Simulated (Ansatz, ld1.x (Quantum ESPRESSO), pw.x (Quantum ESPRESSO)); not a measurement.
**pw.x on diamond As: one setting changed**

Potential: ultrasoft, ld1.x (Quantum ESPRESSO) 7.5, PBE; core [Ar] 3d10, reference 4s2 4p3; waves: 4s (bound): rcut 1.72, rcutus 2.16 bohr; 4s channel at 0.4 Ry: rcut 1.72, rcutus 2.16 bohr; 4p (bound): rcut 2.34, rcutus 2.46 bohr; 4p channel at 0.1 Ry: rcut 2.34, rcutus 2.46 bohr; 4d channel at 0.05 Ry: rcut 2.28, rcutus 2.66 bohr; local part: all-electron potential smoothed inside 2.04 bohr (lloc = -1); core correction: Bessel-smoothed model core inside 1.50 bohr; augmentation: PSQ, radius 1.54 bohr.

The reference run (k-mesh 8³, cutoffs 40/320 Ry, Fermi–Dirac 0.01 Ry, mixing_beta 0.4, conv_thr 1e-9, no spin) gives 0.01 GPa at 28.643 Å³/atom, where all-electron LAPW gives 0.02 GPa. This run, with its own iteration cap, changes smearing to mp.

```
&control
  calculation='scf', prefix='x', pseudo_dir='./', outdir='./tmp', tstress=.true., disk_io='none'
/
&system
  ibrav=0, nat=2, ntyp=1, ecutwfc=40, ecutrho=320, nbnd=12,
  occupations='smearing', smearing='mp', degauss=0.01
/
&electrons
  conv_thr=1e-09, mixing_beta=0.4, electron_maxstep=50
/
ATOMIC_SPECIES
As 1.0 As.UPF
CELL_PARAMETERS angstrom
  0.00000000 3.05965764 3.05965764
  3.05965764 0.00000000 3.05965764
  3.05965764 3.05965764 0.00000000
ATOMIC_POSITIONS crystal
As 0.0000 0.0000 0.0000
As 0.2500 0.2500 0.2500
K_POINTS automatic
8 8 8 0 0 0
```

```bash
pw.x < As.scf.in > As.scf.out
```

Question: How does the run end?

Answer: It converges in 7 iterations; the free energy moves by +26.9 meV/atom and the pressure by +0.30 GPa. This scheme is built to cancel the term in the square of the width that Fermi–Dirac smearing leaves in the F of a metal.

```
Message from routine setup:
     using ibrav=0 with symmetry is DISCOURAGED, use correct ibrav instead
     lattice parameter (alat)  =       8.1769  a.u.
     unit-cell volume          =     386.5851 (a.u.)^3
     number of electrons       =        10.00
     number of Kohn-Sham states=           12
     kinetic-energy cutoff     =      40.0000  Ry
     charge density cutoff     =     320.0000  Ry
     scf convergence threshold =      1.0E-09
     Exchange-correlation= PBE
     number of k points=    29  Methfessel-Paxton smearing, width (Ry)=  0.0100
     iteration #  1     ecut=    40.00 Ry     beta= 0.40
     total energy              =     -40.84182989 Ry
     estimated scf accuracy    <       0.01156287 Ry
     iteration #  2     ecut=    40.00 Ry     beta= 0.40
     total energy              =     -40.84133572 Ry
     estimated scf accuracy    <       0.00339649 Ry
     iteration #  3     ecut=    40.00 Ry     beta= 0.40
     total energy              =     -40.84146261 Ry
     estimated scf accuracy    <       0.00005321 Ry
     iteration #  4     ecut=    40.00 Ry     beta= 0.40
     total energy              =     -40.84146827 Ry
     estimated scf accuracy    <       0.00000067 Ry
     iteration #  5     ecut=    40.00 Ry     beta= 0.40
     total energy              =     -40.84146845 Ry
     estimated scf accuracy    <       0.00000007 Ry
     iteration #  6     ecut=    40.00 Ry     beta= 0.40
     total energy              =     -40.84146845 Ry
     estimated scf accuracy    <       0.00000001 Ry
     iteration #  7     ecut=    40.00 Ry     beta= 0.40
     the Fermi energy is     4.5812 ev
!    total energy              =     -40.84146845 Ry
     estimated scf accuracy    <          3.5E-11 Ry
     smearing contrib. (-TS)   =      -0.00055307 Ry
     The total energy is F=E-TS. E is the sum of the following terms:
     one-electron contribution =       2.45398826 Ry
     hartree contribution      =       2.75231316 Ry
     xc contribution           =     -22.75563405 Ry
     ewald contribution        =     -23.29158275 Ry
     convergence has been achieved in   7 iterations
          total   stress  (Ry/bohr**3)                   (kbar)     P=        3.08
     Message from routine punch:
     Nothing written, as per user request (disk_io='none')
```

The run took about 8.7 s on one core of a shared host (Neoverse-V2, 192 threads, 742 GiB, load 41).
